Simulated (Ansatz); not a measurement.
## ZnO (Pmmn) at 2 levels of theory

One geometry, relaxed with PBE; plane waves with PAW potentials in Ansatz, scalar-relativistic. No spin polarisation. Gaps are the least over mesh and band path; pressure is positive in compression.

```yaml
crystal:
  lattice:
    - [3.34997, 0.00000, 0.00000]
    - [0.00000, 10.15168, 0.00000]
    - [0.00000, 0.00000, 4.75182]
  atoms:
    - { symbol: Zn, position: [0.50000, 0.85147, 0.10749] }
    - { symbol: Zn, position: [0.50000, 0.14853, 0.10749] }
    - { symbol: Zn, position: [0.00000, 0.00000, 0.61131] }
    - { symbol: Zn, position: [0.50000, 0.50000, 0.38869] }
    - { symbol: Zn, position: [0.00000, 0.35147, 0.89251] }
    - { symbol: Zn, position: [0.00000, 0.64853, 0.89251] }
    - { symbol: O, position: [0.50000, 0.00000, 0.37433] }
    - { symbol: O, position: [0.00000, 0.84804, 0.87196] }
    - { symbol: O, position: [0.00000, 0.15196, 0.87196] }
    - { symbol: O, position: [0.50000, 0.34804, 0.12804] }
    - { symbol: O, position: [0.50000, 0.65196, 0.12804] }
    - { symbol: O, position: [0.00000, 0.50000, 0.62567] }
```

| level | cutoff (eV) | k mesh | gap (eV) | pressure (GPa) |
| --- | --- | --- | --- | --- |
| PBE | 420 | 8×4×6 | 0.87 | 0.0 |

**Question.** What comes out on the same cell with r2SCAN?

**Answer.**
```json
{"level": "r2SCAN", "cutoff (eV)": "500", "k mesh": "8×4×6", "gap (eV)": "1.25", "pressure (GPa)": "-5.2"}
```

Another cell of ZnO relaxed alike, in I4cm, lies 19 meV/atom lower, so this cell isn't the stable form at this level.

The structure comes from a generated guess; another structure or a mixture of phases may lie lower.
